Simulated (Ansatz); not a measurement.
# Al started on an O site in corundum Al2O3, 120 atoms, charge −1

All numbers come from Ansatz (PAW, plane waves, no spin–orbit coupling) at the single k point (¼, ¼, ¼) without its symmetry partners. The atoms were relaxed with PBEsol in a fixed cell; other functionals are single points on those atoms unless said otherwise. The valence top and gap of the host come from its small cell on a dense mesh, with the band extrema sought between the mesh points, lined up by the mean potential, PBEsol gap 6.03 eV, HSE06 gap 7.99 eV. The charge correction uses an assumed dielectric constant of 10.

Relaxed structure:

```xyz
120
Lattice="9.5479 0.0000 0.0000 -4.7739 8.2687 0.0000 0.0000 0.0000 13.0136" Properties=species:S:1:pos:R:3 pbc="T T T"
Al    2.4062    1.3853    2.4163
Al   -0.0027    5.5289    2.3877
Al    7.1722    1.3652    2.4012
Al    4.7981    5.5063    2.4199
Al    0.0019    2.7541    0.2587
Al   -2.3895    6.8956    0.2506
Al    4.7731    2.7524    0.2318
Al    2.3749    6.8992    0.2681
Al    0.0133    2.7036    4.0919
Al   -2.3464    6.9025    4.0719
Al    4.8123    2.8146    4.1380
Al    2.3768    6.8778    4.1298
Al   -0.0181    2.7563    6.7601
Al   -2.2661    7.0272    6.7693
Al    4.9578    2.4209    7.0506
Al    2.4262    6.8512    6.8109
Al   -4.7524    8.2377    4.5869
Al   -2.2407    4.1276    4.4712
Al    4.8032    0.0277    4.5889
Al    2.2815    4.1463    4.4360
Al   -4.7641    8.2647    1.9315
Al    7.1540    4.1237    1.8822
Al    4.7819    0.0168    1.9374
Al    2.3964    4.1407    1.8701
Al    0.0282    0.0454    8.4785
Al   -2.3861    4.1569    8.4598
Al    0.0339    8.1922    8.5051
Al    2.2475    4.1266    8.6100
Al    4.7595    8.2561   11.1063
Al    7.1514    4.1362   11.0936
Al    4.7385    0.0025   11.1259
Al    2.3790    4.1535   11.1700
Al    3.5751    4.1817    6.7962
Al    2.3883    1.3486    8.9422
Al   -0.0458    5.5185    8.9390
Al    7.1970    1.3682    8.9493
Al    4.5734    5.5502    8.7508
Al    2.3781    1.4361    6.2767
Al    0.0158    5.5196    6.2824
Al    7.2472    1.3302    6.2635
Al    5.3602    5.4023    6.2315
Al    2.3784    1.3737   12.7776
Al   -0.0207    5.5133   12.7741
Al    7.1560    1.3852   12.7665
Al    4.7637    5.5223   12.7740
Al   -0.0218    2.7445   10.6440
Al   -2.4391    6.8768   10.6034
Al    4.7526    2.7815   10.5701
Al    2.3693    6.9169   10.6511
O     1.4761    0.0068    3.2439
O    -0.8765    4.1089    3.2104
O     6.2513    0.0033    3.2626
O     3.8296    4.1406    3.2037
O     3.1207    0.1188    1.0971
O     0.7302    4.2590    1.0703
O     7.8914    0.1110    1.1013
O     5.5004    4.2483    1.0654
O     8.8258    1.2359    3.2446
O    -3.0377    5.4466    3.1471
O     4.0715    1.2931    3.2641
O     1.6419    5.4212    3.2076
O     1.6119    2.8784    3.1783
O    -0.7082    7.0264    3.2407
O     6.4667    2.8494    3.1791
O     4.0576    6.9751    3.2839
O     0.9292    1.3719    1.0869
O    -1.4529    5.5090    1.0688
O     5.7038    1.3762    1.0710
O     3.3164    5.5234    1.0789
O     1.6476    0.1184    7.6088
O    -0.7286    4.2367    7.6095
O     6.4240    0.1258    7.6084
O     0.7357    1.4738    5.4030
O    -1.5941    5.6462    5.3709
O     5.5434    1.4937    5.4591
O     2.9579    5.5276    5.4430
O    -1.4287    2.7209    5.3916
O    -3.7417    6.9337    5.4033
O     3.1675    2.8123    5.2844
O     0.9179    6.9142    5.4278
O    -0.7283    1.4899   11.9584
O    -3.1359    5.6188   11.9326
O     4.0364    1.4938   11.9488
O     1.6335    5.6385   11.9846
O     7.8822    2.8769    9.8064
O     5.4679    6.9973    9.7750
O     3.0504    2.8308    9.8561
O     0.7074    7.0007    9.8196
O     3.1190    2.6387    1.0744
O     0.7209    6.7933    1.0956
O     7.8960    2.6365    1.0641
O     5.4994    6.7815    1.0821
O     3.8109    1.1555    7.6371
O     1.3431    5.5835    7.6559
O     8.6549    1.3716    7.6022
O    -3.0520    5.6161    7.6033
O     1.5556    2.5550    7.6509
O    -0.7098    6.7817    7.6241
O     6.6220    2.5949    7.6291
O     3.9537    6.9836    7.7231
O     0.6979    4.0110    5.4103
O    -1.6212    8.2116    5.4186
O     5.6949    4.0923    5.1098
O     3.1448    8.1075    5.4206
O     1.4446    2.7639   11.9688
O    -0.9479    6.8888   11.9579
O     6.2196    2.7621   11.9152
O     3.8304    6.9087   11.9739
O    -1.4780    8.2446    9.8194
O     0.8606    4.1465    9.8321
O     8.0600    0.0478    9.8595
O     5.6403    4.1456    9.6683
O     0.7268    1.2621    9.8101
O    -1.6649    5.3903    9.8097
O     5.4919    1.2717    9.7608
O     3.0568    5.4165    9.8970
O    -0.7494    4.0168   11.9546
O    -3.1317    8.1490   11.9539
O     4.0449    4.0210   11.9497
O     1.6307    8.1635   11.9586
```

Chemical potentials μ are those of reference phases of the elements at zero temperature by the same functional (the usual solids, diamond for C, grey Sn, and the molecules H2, N2, O2, F2, Cl2, Br2 and S8).

| functional | E(defect) − E(host) − Σ nμ + q·E_VBM (eV) | monopole (eV) | alignment (eV) | formation energy at E_F = VBM (eV) | moment (μB) | wall time, shared host |
| --- | --- | --- | --- | --- | --- | --- |
| PBEsol | 20.42 | 0.19 | 0.04 | 20.65 | 0 (no spin) | 18 s on NVIDIA GB200 (relaxation) |

(1) Estimate the formation energy and moment that HSE06 gives on these atoms.

HSE06 one-electron levels near the gap (the ten most localised at most), from the host's valence top, not corrected for the charge's images:

| level (eV) | spin | filling | atoms sharing it | element of the atom with most weight |
| --- | --- | --- | --- | --- |
| 1.70 | both | 2.00 | 9.5 | Al |
| 5.19 | both | 2.00 | 7.6 | Al |
| 5.72 | both | 2.00 | 8.2 | Al |
| 8.25 | both | 0.00 | 12.1 | Al |

All elements are taken at their own reference at once; growth conditions in equilibrium with the host shift these energies, by up to the host's formation enthalpy.

One k point and a cell of this size can leave errors of several tenths of an eV in such numbers.

Answers

(1) 22.26 eV at E_F = VBM (22.03 eV before the monopole term 0.19 eV and the alignment 0.04 eV), moment 0 (no spin).
